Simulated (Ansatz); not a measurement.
Steps from a short run of molecular dynamics on a 1×1×1 supercell (8 atoms) of ZnSiP₂ (I-42d), relaxed with r2SCAN; forces from r2SCAN in Ansatz, 4×4×4 mesh, Fermi-Dirac smearing of 0.052 eV, a Nosé-Hoover thermostat at fixed volume, set at 600 K. Computed, non-magnetic; the trajectory is short and the cell small, so nothing here is a converged average.

Cell vectors in Å:
```
-2.6882  2.6882  5.2341
 2.6882 -2.6882  5.2341
 2.6882  2.6882 -5.2341
```

Problem. At 4 fs the positions in Å are
```
Zn   0.008  -0.005  -0.008
Zn   0.000   2.703   2.610
Si  -0.013   0.006   5.246
Si   2.707  -0.010   2.614
P    1.433   1.352   1.307
P    1.258   1.364   6.540
P    1.336   3.928  -1.321
P    1.326  -1.285   3.964
```
What are the forces, and how far does the free energy (smearing included) lie above that of step 0, with the atoms on their sites?

Solution. 4.2 meV an atom; forces in eV/Å:
```
Zn   0.083   0.010   0.053
Zn  -0.067  -0.101   0.050
Si   0.164   0.005  -0.086
Si  -0.631  -0.077   0.206
P   -0.006  -0.196   0.191
P    0.008  -0.296  -0.098
P    0.181   0.185   0.126
P    0.268   0.470  -0.441
```

Problem. At 28 fs the positions in Å are
```
Zn   0.068  -0.034  -0.050
Zn  -0.005   2.780   2.577
Si  -0.047   0.041   5.296
Si   2.682  -0.081   2.640
P    1.419   1.360   1.338
P    1.286   1.418   6.508
P    1.329   3.889  -1.367
P    1.259  -1.376   4.102
```
What are the forces, and how far does the free energy (smearing included) lie above that of step 0, with the atoms on their sites?

Solution. 43.5 meV an atom; forces in eV/Å:
```
Zn   0.264   0.138   0.269
Zn  -0.166  -0.537   0.259
Si   0.429  -0.290  -0.267
Si  -1.015   0.078   0.406
P   -0.048  -0.376   0.315
P   -0.439  -0.650   0.136
P    0.384   0.358   0.302
P    0.592   1.280  -1.421
```

Problem. At 36 fs the positions in Å are
```
Zn   0.094  -0.042  -0.060
Zn  -0.010   2.798   2.570
Si  -0.039   0.045   5.301
Si   2.618  -0.104   2.668
P    1.412   1.345   1.364
P    1.284   1.406   6.497
P    1.344   3.894  -1.368
P    1.260  -1.357   4.095
```
What are the forces, and how far does the free energy (smearing included) lie above that of step 0, with the atoms on their sites?

Solution. 35.1 meV an atom; forces in eV/Å:
```
Zn   0.034   0.242   0.316
Zn  -0.117  -0.632   0.286
Si   0.140  -0.449  -0.141
Si   0.015   0.305   0.142
P   -0.020  -0.077  -0.024
P   -0.671  -0.186   0.451
P    0.076  -0.001   0.109
P    0.544   0.797  -1.138
```

Problem. At 40 fs the positions in Å are
```
Zn   0.107  -0.046  -0.064
Zn  -0.013   2.804   2.567
Si  -0.033   0.043   5.301
Si   2.584  -0.114   2.684
P    1.408   1.337   1.378
P    1.279   1.399   6.494
P    1.353   3.896  -1.368
P    1.264  -1.340   4.083
```
What are the forces, and how far does the free energy (smearing included) lie above that of step 0, with the atoms on their sites?

Solution. 34.3 meV an atom; forces in eV/Å:
```
Zn  -0.111   0.283   0.343
Zn  -0.089  -0.666   0.286
Si  -0.029  -0.495  -0.083
Si   0.591   0.492  -0.084
P   -0.015   0.081  -0.206
P   -0.712   0.051   0.558
P   -0.071  -0.175   0.037
P    0.436   0.429  -0.851
```

Problem. At 48 fs the positions in Å are
```
Zn   0.132  -0.050  -0.069
Zn  -0.020   2.813   2.564
Si  -0.022   0.031   5.302
Si   2.529  -0.123   2.712
P    1.400   1.322   1.401
P    1.257   1.385   6.497
P    1.369   3.898  -1.367
P    1.278  -1.302   4.047
```
What are the forces, and how far does the free energy (smearing included) lie above that of step 0, with the atoms on their sites?

Solution. 43.5 meV an atom; forces in eV/Å:
```
Zn  -0.397   0.317   0.395
Zn  -0.047  -0.691   0.262
Si  -0.321  -0.496   0.000
Si   1.689   0.982  -0.712
P   -0.021   0.354  -0.524
P   -0.624   0.424   0.621
P   -0.276  -0.421  -0.025
P   -0.004  -0.469  -0.017
```

Problem. At 56 fs the positions in Å are
```
Zn   0.154  -0.052  -0.071
Zn  -0.027   2.815   2.563
Si  -0.018   0.008   5.303
Si   2.509  -0.111   2.726
P    1.392   1.313   1.415
P    1.222   1.379   6.513
P    1.380   3.892  -1.367
P    1.293  -1.272   4.010
```
What are the forces, and how far does the free energy (smearing included) lie above that of step 0, with the atoms on their sites?

Solution. 52.7 meV an atom; forces in eV/Å:
```
Zn  -0.634   0.282   0.410
Zn  -0.045  -0.646   0.227
Si  -0.443  -0.364   0.040
Si   2.269   1.281  -1.160
P   -0.036   0.519  -0.721
P   -0.359   0.552   0.460
P   -0.332  -0.456   0.006
P   -0.421  -1.169   0.740
```
